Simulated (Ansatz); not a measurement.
## Electron scattering at the Σ3 (111) boundary in bcc Nb with W (substitutional)

How much does the Σ3 (111) boundary in bcc Nb with W (substitutional) reflect electrons?

Main program and level: Ansatz 0.2.0; Ansatz plane-wave DFT, PBE, PAW files; relaxation of a bicrystal slab with its lowest layers held; PAW set soft_1, in the first sound run; inputs show where later runs differ.

### Step 1. Set-up

The cell holds 19 atoms: 18 Nb and 1 W. Cell: a = 4.676 Å, b = 4.676 Å, c = 29.134 Å, α = 90.0°, β = 90.0°, γ = 120.0°. It derives from Nb. built on the (1 1 1) plane; 2 overlapping atoms removed and the grains opened by 0 Å. Vacuum lies along c.

### Step 2. Relaxing the bicrystal

The boundary is built by mirroring the lower grain in the boundary plane and removing any atoms that overlap; then the W is put in at the boundary. A thin bicrystal slab is relaxed first, with the lowest layers held and the upper grain free to shift and open.

The input, input.yaml:

```yaml
crystal:
  lattice:
    - [4.6758143013, 0.0, 0.0]
    - [-2.3379071506, 4.0493739683, 0.0]
    - [0.0, 0.0, 29.1344853525]
  atoms:
    - { symbol: Nb, position: [0.3333333334, 0.6666666667, 0.1716179277] }
    - { symbol: Nb, position: [0.6666666667, 0.3333333334, 0.2043779571] }
    - { symbol: Nb, position: [1.0e-10, 0.0, 0.2371379865] }
    - { symbol: Nb, position: [0.3333333334, 0.6666666667, 0.269898016] }
    - { symbol: Nb, position: [0.6666666667, 0.3333333334, 0.3026580454] }
    - { symbol: Nb, position: [0.0, 0.0, 0.3354180748] }
    - { symbol: Nb, position: [0.3333333334, 0.6666666667, 0.3681781042] }
    - { symbol: Nb, position: [0.6666666667, 0.3333333333, 0.4009381337] }
    - { symbol: W, position: [0.0, 0.0, 0.4336981631] }
    - { symbol: Nb, position: [0.3333333334, 0.6666666667, 0.4992182219] }
    - { symbol: Nb, position: [0.0, 0.0, 0.5319782514] }
    - { symbol: Nb, position: [0.6666666667, 0.3333333334, 0.5647382808] }
    - { symbol: Nb, position: [0.3333333334, 0.6666666667, 0.5974983102] }
    - { symbol: Nb, position: [1.0e-10, 0.0, 0.6302583397] }
    - { symbol: Nb, position: [0.6666666667, 0.3333333334, 0.6630183691] }
    - { symbol: Nb, position: [0.3333333334, 0.6666666667, 0.6957783985] }
    - { symbol: Nb, position: [1.0e-10, 1.0e-10, 0.7285384279] }
    - { symbol: Nb, position: [0.6666666668, 0.3333333334, 0.7612984574] }
    - { symbol: Nb, position: [0.3333333335, 0.6666666668, 0.7940584868] }
kpoints:
  mp_grid: { grid: [6, 6, 1] }
hamiltonian:
  xc: pbe
  pseudopotentials: { kind: paw, azcp: { folder: soft_1 } }
scf:
  occupations: { method: fermi_dirac, width: 0.1 }
relax:
  f_tol: 0.03
  max_steps: 80
  constraints: [{ sites: [0, 1, 2, 3] }]
```

Run with:

```console
$ ansatz run input.yaml --threads 4 --pin off --max-ram 15360MiB --backend cpu --events-out ev --progress --plain --runs-dir out
```

Numbers of over 12 decimals in the logs are rounded to 6 here.

What it wrote:

```text
Engine: ansatz 0.2.0, x86_64-unknown-linux-gnu
Pseudopotentials: kind: paw
Pseudopotential: Nb, paw, valence charge 13, recommended cutoff 420 eV (normal), soft_1/Nb.paw.azcp
Pseudopotential: W, paw, valence charge 14, recommended cutoff 420 eV (normal), soft_1/W.paw.azcp
Functional definition: PBE
  parameter kappa = 0.804
  parameter beta = 0.066725
  exchange = pbe_x(kappa = kappa, mu = beta*pi^2/3)
  correlation = pbe_c(beta = beta)
Crystal: 19 atoms, lattice volume = 551.636 Å³
Basis set: ecut = 420 eV, 10807 PW (Γ), exchange–correlation on 64×64×400 points (8 copies of the dense FFT grid, shifted against one another)
Bands: 149, of which v1, the nominal top of the filled ones, is band 124 counted from 1 (123 counted from 0)
Symmetry: 6 space group operations
Space group: P3m1 (ITA 156), of the structure as read, at distance tolerance 8.2e-5 Å
k-points: 7 of 36 (time reversal used)
Non-local potential: Nb, projectors of the file, l = 0: 3, l = 1: 2, l = 2: 2, l = 3: 1
Non-local potential: W, projectors of the file, l = 0: 3, l = 1: 2, l = 2: 2, l = 3: 1
PAW form: soft (Blöchl's): semilocal exchange-correlation on the pseudo side does not see the compensation charge
PAW one-centre angular grid: Nb, 590 points (default); XC on 64 Gauss nodes
PAW one-centre angular grid: W, 590 points (default); XC on 64 Gauss nodes
Initial density: superposition of atomic densities (neutral atoms: chi_scale 0, normalization atom)
Initial wavefunctions: pseudopotential atomic-orbital guess
Functional: x = pbe(κ = 0.804, μ = 0.219515), c = pbe(β = 0.066725)
SCF iter   1: F=—  HF=-92336.101687 eV  |F-HF|=—  |Δ(HF+E_count)|=         —  Δρ=7.56e-2  dr2=2.90e2  ethr=3.10e-3  ⟨swp⟩=8.6  Hψ=4865  notcnv=0
preconditioner: auto → LDOS  [metal: Δε(μ)=0.006 eV  Ē_g=3.693 eV  σ=0.100 eV  W_gap=0.01  n_scr=124 (ndim 8)  ℏωp=15.5 eV  f_vac=0.280  D(μ)=18.88/eV (n_scr^D=136)  β→1.0]
SCF iter   2: F=—  HF=-92332.674523 eV  |F-HF|=—  |Δ(HF+E_count)|=    3.43e0  Δρ=8.34e-2  dr2=6.50e2  ethr=3.10e-3  ⟨swp⟩=12.9  Hψ=6287  notcnv=0  defer=2
SCF iter   3: F=—  HF=-92319.154201 eV  |F-HF|=—  |Δ(HF+E_count)|=    1.35e1  Δρ=2.11e-2  dr2=1.50e1  ethr=3.10e-3  ⟨swp⟩=9.4  Hψ=3988  notcnv=0  defer=8
SCF iter   4: F=—  HF=-92318.418589 eV  |F-HF|=—  |Δ(HF+E_count)|=   7.36e-1  Δρ=5.61e-3  dr2=8.89e-1  ethr=3.10e-3  ⟨swp⟩=4.1  Hψ=1527  notcnv=0
SCF iter   5: F=—  HF=-92318.388229 eV  |F-HF|=—  |Δ(HF+E_count)|=   3.04e-2  Δρ=2.59e-3  dr2=3.60e-1  ethr=3.58e-4  ⟨swp⟩=4.1  Hψ=1631  notcnv=0  defer=1
SCF iter   6: F=—  HF=-92318.383329 eV  |F-HF|=—  |Δ(HF+E_count)|=   4.90e-3  Δρ=7.83e-4  dr2=6.29e-3  ethr=1.45e-4  ⟨swp⟩=2.0  Hψ=1457  notcnv=0
SCF iter   7: F=—  HF=-92318.383267 eV  |F-HF|=—  |Δ(HF+E_count)|=   6.20e-5  Δρ=2.73e-4  dr2=1.04e-3  ethr=2.53e-6  ⟨swp⟩=3.0  Hψ=1921  notcnv=0
SCF iter   8: F=—  HF=-92318.383444 eV  |F-HF|=—  |Δ(HF+E_count)|=   1.77e-4  Δρ=9.27e-5  dr2=1.78e-4  ethr=4.20e-7  ⟨swp⟩=2.3  Hψ=1436  notcnv=0
SCF iter   9: F=—  HF=-92318.383455 eV  |F-HF|=—  |Δ(HF+E_count)|=   1.07e-5  Δρ=3.34e-5  dr2=2.71e-5  ethr=7.18e-8  ⟨swp⟩=2.0  Hψ=1412  notcnv=0
SCF iter  10: F=-92318.383456 eV  HF=-92318.383456 eV  |F-HF|=5.78e-7  |Δ(HF+E_count)|=   1.44e-6  Δρ=1.05e-5  dr2=2.08e-6  ethr=9.07e-9  ⟨swp⟩=4.6  Hψ=3083  notcnv=0
SCF 1 converged in 10 iterations: F = -92318.383456 eV  dr2 = 2.08e-6
  greatest PAW one-centre occupation: 0.999 electrons in one spin orbital (limit 2), on the W atom at site 8 (counted from 0), in its partial waves of l = 0
relax step   1: F+E_penalty+E_count = -92318.38345550 eV  Δ(F+E_penalty+E_count) = +0.000e0 eV  max|allowed force component| = 1.756e0 eV/Å  Δτ_max = 0.0000 Å  (10 SCF iters, dr2 threshold 2.25e-5 eV, accepted)
Initial density: handed on by an earlier stage of this run
Initial wavefunctions: those handed on with the density
iter 1 solved again at ethr=3.10e-3 eV; its pass at ethr=3.10e-3 eV (dr2=7.68e0 eV) is discarded
SCF iter   1: F=—  HF=-92319.747210 eV  |F-HF|=—  |Δ(HF+E_count)|=         —  Δρ=1.47e-2  dr2=8.52e0  ethr=3.10e-3  ⟨swp⟩=1.1  Hψ=4021  notcnv=0
preconditioner: auto → LDOS  [metal: Δε(μ)=0.018 eV  Ē_g=3.092 eV  σ=0.100 eV  W_gap=0.04  n_scr=124 (ndim 8)  ℏωp=15.5 eV  f_vac=0.289  D(μ)=27.43/eV (n_scr^D=242)  β→1.0]
SCF iter   2: F=—  HF=-92319.434598 eV  |F-HF|=—  |Δ(HF+E_count)|=   3.13e-1  Δρ=4.97e-3  dr2=3.87e-1  ethr=3.10e-3  ⟨swp⟩=2.0  Hψ=1191  notcnv=0
SCF iter   3: F=—  HF=-92319.417509 eV  |F-HF|=—  |Δ(HF+E_count)|=   1.71e-2  Δρ=2.13e-3  dr2=8.54e-2  ethr=1.56e-4  ⟨swp⟩=2.0  Hψ=2010  notcnv=0
SCF iter   4: F=—  HF=-92319.409564 eV  |F-HF|=—  |Δ(HF+E_count)|=   7.95e-3  Δρ=5.77e-4  dr2=7.74e-3  ethr=3.44e-5  ⟨swp⟩=2.0  Hψ=1344  notcnv=0
SCF iter   5: F=—  HF=-92319.409104 eV  |F-HF|=—  |Δ(HF+E_count)|=   4.60e-4  Δρ=1.48e-4  dr2=5.74e-4  ethr=3.12e-6  ⟨swp⟩=2.0  Hψ=1267  notcnv=0
SCF iter   6: F=-92319.409046 eV  HF=-92319.409069 eV  |F-HF|=2.33e-5  |Δ(HF+E_count)|=   3.49e-5  Δρ=4.41e-5  dr2=3.77e-5  ethr=4.03e-8  ⟨swp⟩=3.0  Hψ=4132  notcnv=0
SCF 2 converged in 6 iterations: F = -92319.409046 eV  dr2 = 3.77e-5
relax step   2: F+E_penalty+E_count = -92319.40904557 eV  Δ(F+E_penalty+E_count) = -1.026e0 eV  max|allowed force component| = 1.213e0 eV/Å  Δτ_max = 0.1950 Å  (6 SCF iters, dr2 threshold 1.00e-4 eV, accepted)
iter 1 solved again at ethr=1.67e-3 eV; its pass at ethr=3.10e-3 eV (dr2=4.15e0 eV) is discarded
SCF iter   1: F=—  HF=-92319.993689 eV  |F-HF|=—  |Δ(HF+E_count)|=         —  Δρ=1.08e-2  dr2=5.30e0  ethr=1.67e-3  ⟨swp⟩=1.0  Hψ=3473  notcnv=0
preconditioner: auto → LDOS  [metal: Δε(μ)=0.007 eV  Ē_g=3.126 eV  σ=0.100 eV  W_gap=0.02  n_scr=124 (ndim 8)  ℏωp=15.5 eV  f_vac=0.292  D(μ)=25.94/eV (n_scr^D=230)  β→1.0]
SCF iter   2: F=—  HF=-92319.839082 eV  |F-HF|=—  |Δ(HF+E_count)|=   1.55e-1  Δρ=3.76e-3  dr2=2.54e-1  ethr=1.67e-3  ⟨swp⟩=2.4  Hψ=1350  notcnv=0
SCF iter   3: F=—  HF=-92319.830677 eV  |F-HF|=—  |Δ(HF+E_count)|=   8.40e-3  Δρ=2.03e-3  dr2=6.11e-2  ethr=1.02e-4  ⟨swp⟩=2.0  Hψ=1936  notcnv=0
SCF iter   4: F=—  HF=-92319.821383 eV  |F-HF|=—  |Δ(HF+E_count)|=   9.29e-3  Δρ=3.65e-4  dr2=1.72e-3  ethr=2.46e-5  ⟨swp⟩=2.0  Hψ=1795  notcnv=0
SCF iter   5: F=—  HF=-92319.821110 eV  |F-HF|=—  |Δ(HF+E_count)|=   2.74e-4  Δρ=1.01e-4  dr2=1.28e-4  ethr=6.93e-7  ⟨swp⟩=3.0  Hψ=1997  notcnv=0
SCF iter   6: F=-92319.821110 eV  HF=-92319.821119 eV  |F-HF|=9.57e-6  |Δ(HF+E_count)|=   9.47e-6  Δρ=3.27e-5  dr2=1.95e-5  ethr=3.71e-8  ⟨swp⟩=3.0  Hψ=3719  notcnv=0
SCF 3 converged in 6 iterations: F = -92319.821110 eV  dr2 = 1.95e-5
relax step   3: F+E_penalty+E_count = -92319.82110961 eV  Δ(F+E_penalty+E_count) = -4.121e-1 eV  max|allowed force component| = 7.246e-1 eV/Å  Δτ_max = 0.1946 Å  (6 SCF iters, dr2 threshold 9.20e-5 eV, accepted)
[...]
relax step   4: F+E_penalty+E_count = -92320.09143226 eV  Δ(F+E_penalty+E_count) = -2.703e-1 eV  max|allowed force component| = 3.207e-1 eV/Å  Δτ_max = 0.1944 Å  (6 SCF iters, dr2 threshold 1.00e-4 eV, accepted)
[...]
relax step   5: F+E_penalty+E_count = -92320.29377405 eV  Δ(F+E_penalty+E_count) = -2.023e-1 eV  max|allowed force component| = 1.760e-1 eV/Å  Δτ_max = 0.2000 Å  (7 SCF iters, dr2 threshold 2.02e-5 eV, accepted)
[...]
relax step   6: F+E_penalty+E_count = -92320.43054970 eV  Δ(F+E_penalty+E_count) = -1.368e-1 eV  max|allowed force component| = 1.159e-1 eV/Å  Δτ_max = 0.1949 Å  (8 SCF iters, dr2 threshold 6.07e-6 eV, accepted)
[...]
relax step   7: F+E_penalty+E_count = -92320.49740610 eV  Δ(F+E_penalty+E_count) = -6.686e-2 eV  max|allowed force component| = 9.443e-2 eV/Å  Δτ_max = 0.2000 Å  (8 SCF iters, dr2 threshold 4.04e-6 eV, accepted)
[...]
relax step   8: F+E_penalty+E_count = -92320.50652347 eV  Δ(F+E_penalty+E_count) = -9.117e-3 eV  max|allowed force component| = 1.226e-1 eV/Å  Δτ_max = 0.1254 Å  (7 SCF iters, dr2 threshold 3.87e-6 eV, accepted)
[...]
relax step   9: F+E_penalty+E_count = -92320.50942207 eV  Δ(F+E_penalty+E_count) = -2.899e-3 eV  max|allowed force component| = 4.340e-2 eV/Å  Δτ_max = 0.0254 Å  (5 SCF iters, dr2 threshold 9.98e-6 eV, accepted)
SCF iter   1: F=—  HF=-92320.509841 eV  |F-HF|=—  |Δ(HF+E_count)|=         —  Δρ=4.94e-4  dr2=9.41e-3  ethr=6.30e-5  ⟨swp⟩=2.1  Hψ=1305  notcnv=0
preconditioner: auto → LDOS  [metal: Δε(μ)=0.022 eV  Ē_g=3.247 eV  σ=0.100 eV  W_gap=0.05  n_scr=124 (ndim 8)  ℏωp=15.5 eV  f_vac=0.320  D(μ)=23.71/eV (n_scr^D=192)  β→1.0]
SCF iter   2: F=—  HF=-92320.509756 eV  |F-HF|=—  |Δ(HF+E_count)|=   8.45e-5  Δρ=1.37e-4  dr2=4.77e-4  ethr=3.79e-6  ⟨swp⟩=1.0  Hψ=1204  notcnv=0
SCF iter   3: F=—  HF=-92320.509760 eV  |F-HF|=—  |Δ(HF+E_count)|=   4.31e-6  Δρ=7.69e-5  dr2=5.97e-5  ethr=1.93e-7  ⟨swp⟩=2.0  Hψ=1626  notcnv=0
SCF iter   4: F=—  HF=-92320.509789 eV  |F-HF|=—  |Δ(HF+E_count)|=   2.89e-5  Δρ=1.48e-5  dr2=3.28e-6  ethr=2.41e-8  ⟨swp⟩=2.1  Hψ=1733  notcnv=0
SCF iter   5: F=—  HF=-92320.509789 eV  |F-HF|=—  |Δ(HF+E_count)|=   6.65e-7  Δρ=3.88e-6  dr2=1.27e-7  ethr=1.32e-9  ⟨swp⟩=3.0  Hψ=1982  notcnv=0
SCF iter   6: F=-92320.509789 eV  HF=-92320.509789 eV  |F-HF|=9.15e-9  |Δ(HF+E_count)|=   9.85e-8  Δρ=1.02e-6  dr2=1.35e-8  ethr=4.03e-11  ⟨swp⟩=4.6  Hψ=3247  notcnv=0
SCF 10 converged in 6 iterations: F = -92320.509789 eV  dr2 = 1.35e-8
relax step  10: F+E_penalty+E_count = -92320.50978870 eV  Δ(F+E_penalty+E_count) = -3.666e-4 eV  max|allowed force component| = 3.659e-3 eV/Å  Δτ_max = 0.0079 Å  (6 SCF iters, accepted)
SCF converged after 6 iterations
Free energy (F): -92320.509789 eV
Harris-Foulkes:  -92320.509789 eV  (|F-HF|=9.15e-9)
Internal energy: -92319.719542 eV  (E = F + TS)
E sigma→0 (E₀):  -92320.114665 eV
Entropy (-TS):   -0.790247 eV (-41.592 meV/atom)
Fermi energy:    9.851349 eV
--- Per-component energies (eV) ---
  E_band       = -3343.767450
  E_kinetic    = 7129.173682
  E_local      = -211878.880746  (includes V_loc(G=0)·N_el)
  E_nonlocal   = 1691.918180
  E_hartree    = 102915.454933
  E_xc         = -3242.214621
  E_vxc        = -3831.461454  (∫ρ·V_xc dr)
  E_paw        = -64059.503214  (= ΣΔE_a)
  E_vpaw       = -2285.398326  (= ΣTr[D̂ρ^β])
  E_aug_tail   = 0.000901  (compensation charges beyond the density's cutoff)
  E_ewald      = 75124.331342
  E_smearing   = -0.790247  (= −TS)
  E_closure    = -0.000000  (closes the sum)
  Σ components = -92320.509789   (vs F -92320.509789, Δ=0.00e0)
--- Forces (eV/Å), atoms counted from 1 ---
  atom   1  Nb     0.00000000     0.00000000     1.75826185
  atom   2  Nb    -0.00000000    -0.00000000     0.05240264
  atom   3  Nb    -0.00000000     0.00000000    -1.19636056
  atom   4  Nb     0.00000000     0.00000000    -0.62292027
  atom   5  Nb     0.00000000    -0.00000000     0.00305830
  atom   6  Nb    -0.00000000    -0.00000000     0.00113133
  atom   7  Nb     0.00000000    -0.00000000     0.00319003
  atom   8  Nb     0.00000000     0.00000000    -0.00111400
  atom   9  W     -0.00000000    -0.00000000    -0.00225531
  atom  10  Nb    -0.00000000    -0.00000000     0.00183319
  atom  11  Nb     0.00000000    -0.00000000     0.00035286
  atom  12  Nb    -0.00000000     0.00000000    -0.00278550
  atom  13  Nb    -0.00000000     0.00000000    -0.00044987
  atom  14  Nb    -0.00000000    -0.00000000     0.00173419
  atom  15  Nb     0.00000000     0.00000000     0.00082373
  atom  16  Nb     0.00000000     0.00000000     0.00024258
  atom  17  Nb     0.00000000    -0.00000000     0.00365901
  atom  18  Nb     0.00000000    -0.00000000     0.00136335
  atom  19  Nb     0.00000000     0.00000000    -0.00208487
  max |Σ_I F_I| component: 8.27e-5 eV/Å
--- Relaxed structure (10 steps of the walk, 10 accepted, 0 SCFs on fresh bases) ---
  F+E_penalty+E_count = -92320.50978870 eV   max|allowed force component| = 3.659e-3 eV/Å
  atoms:
    - { symbol: Nb, position: [0.333333, 0.666667, 0.171618] }
    - { symbol: Nb, position: [0.666667, 0.333333, 0.204378] }
    - { symbol: Nb, position: [4.367932278142817e-18, 1.6719584547849462e-17, 0.237138] }
    - { symbol: Nb, position: [0.333333, 0.666667, 0.269898] }
    - { symbol: Nb, position: [0.666667, 0.333333, 0.301738] }
    - { symbol: Nb, position: [0, 0, 0.334521] }
    - { symbol: Nb, position: [0.333333, 0.666667, 0.368890] }
    - { symbol: Nb, position: [0.666667, 0.333333, 0.403033] }
    - { symbol: W, position: [0, 0, 0.425215] }
    - { symbol: Nb, position: [0.333333, 0.666667, 0.465828] }
    - { symbol: Nb, position: [0, 0, 0.511065] }
    - { symbol: Nb, position: [0.666667, 0.333333, 0.536227] }
    - { symbol: Nb, position: [0.333333, 0.666667, 0.568297] }
    - { symbol: Nb, position: [4.3679322781428136e-18, 1.6719584547849456e-17, 0.604241] }
    - { symbol: Nb, position: [0.666667, 0.333333, 0.635171] }
    - { symbol: Nb, position: [0.333333, 0.666667, 0.666587] }
    - { symbol: Nb, position: [1.3278009433711122e-17, 1.3961572188889865e-17, 0.703402] }
    - { symbol: Nb, position: [0.666667, 0.333333, 0.730654] }
    - { symbol: Nb, position: [0.333333, 0.666667, 0.755453] }
```

The job ended after 72 s (4 threads of Intel Xeon Platinum 8559C (Emerald Rapids), shared host; peak memory 1.9 GiB; 4.7 min of CPU time).

The steps of the relaxation:

```tsv
step	energy less that of the first step (eV)	largest force component (eV/Å)
1	0.0000	1.7563
2	-1.0256	1.2130
3	-1.4377	0.7246
4	-1.7080	0.3207
5	-1.9103	0.1760
6	-2.0471	0.1159
7	-2.1139	0.0944
8	-2.1231	0.1226
9	-2.1260	0.0434
10	-2.1263	0.0037
```

The run keeps the 6 symmetry operations that it works with, so distortions that break them were not tested.

The atoms that moved most (Å):

```tsv
atom	dx	dy	dz	length
Nb19	0.000	0.000	-1.125	1.125
Nb10	0.000	0.000	-0.973	0.973
Nb18	0.000	0.000	-0.893	0.893
Nb13	0.000	0.000	-0.851	0.851
Nb16	0.000	0.000	-0.850	0.850
Nb12	0.000	0.000	-0.831	0.831
Nb15	0.000	0.000	-0.811	0.811
Nb14	0.000	0.000	-0.758	0.758
```

The relaxed structure:

```cif
data_structure
_symmetry_space_group_name_H-M 'P 1'
_symmetry_Int_Tables_number 1
_cell_length_a 4.6758
_cell_length_b 4.6758
_cell_length_c 29.1345
_cell_angle_alpha 90.000
_cell_angle_beta 90.000
_cell_angle_gamma 120.000
_cell_volume 551.64
loop_
_atom_site_label
_atom_site_type_symbol
_atom_site_fract_x
_atom_site_fract_y
_atom_site_fract_z
_atom_site_occupancy
Nb1 Nb 0.33333 0.66667 0.17162 1
Nb2 Nb 0.66667 0.33333 0.20438 1
Nb3 Nb 0.00000 0.00000 0.23714 1
Nb4 Nb 0.33333 0.66667 0.26990 1
Nb5 Nb 0.66667 0.33333 0.30174 1
Nb6 Nb 0.00000 0.00000 0.33452 1
Nb7 Nb 0.33333 0.66667 0.36889 1
Nb8 Nb 0.66667 0.33333 0.40303 1
W9 W 0.00000 0.00000 0.42521 1
Nb10 Nb 0.33333 0.66667 0.46583 1
Nb11 Nb 0.00000 0.00000 0.51106 1
Nb12 Nb 0.66667 0.33333 0.53623 1
Nb13 Nb 0.33333 0.66667 0.56830 1
Nb14 Nb 0.00000 0.00000 0.60424 1
Nb15 Nb 0.66667 0.33333 0.63517 1
Nb16 Nb 0.33333 0.66667 0.66659 1
Nb17 Nb 0.00000 0.00000 0.70340 1
Nb18 Nb 0.66667 0.33333 0.73065 1
Nb19 Nb 0.33333 0.66667 0.75545 1
```

This step gave:

```yaml
free_energy: -92320.5098 eV
energy_at_zero_smearing: -92320.1147 eV
fermi_energy: 9.851 eV
```

The largest force component on a free atom ends at 0.0037 eV/Å, under the tolerance of 0.03, after 10 steps.

(Continued in part 2 of 2.)

[Logs are printed without paths, hosts, clocks, repeated set-up lines and the standing remarks that a program may print on its own settings, such as how far it seeks lower states.]

[Hosts, paths, dates, database ids (printed as entryN), source tags and the programs' standing remarks are cut or masked in the printed files.]
